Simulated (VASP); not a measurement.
```yaml
crystal:
  lattice:
    - [0.00000, 3.07845, 3.07845]
    - [3.07845, 0.00000, 3.07845]
    - [3.07845, 3.07845, 0.00000]
  atoms:
    - { symbol: Al, position: [0.00000, 0.00000, 0.00000] }
    - { symbol: Sb, position: [0.25000, 0.25000, 0.25000] }
```

Computed with PBE GGA with D3 dispersion (Becke-Johnson damping), VASP's PBE PAW potentials (set 64) (plane waves; VASP 6.6.1). Settings: 520 eV cut-off, 8×8×8 Γ-centred mesh, tetrahedra with Blöchl corrections, potentials Al Sb.

Unless said otherwise, spin-orbit coupling is left out, though it shifts the bands of the heavy elements here.

Q: Predict the energy per atom (σ→0), band gap (on the k-mesh) with the smallest direct gap where there is one.

A: 
```yaml
band gap (on the k-mesh): 1.23 eV
smallest direct gap (on the k-mesh): 1.54 eV
energy per atom (σ→0): -4.420 eV/atom
```

Only differences to runs with the same potentials and settings are physical.

The compound is AlSb in the zinc blende structure. It was relaxed first.
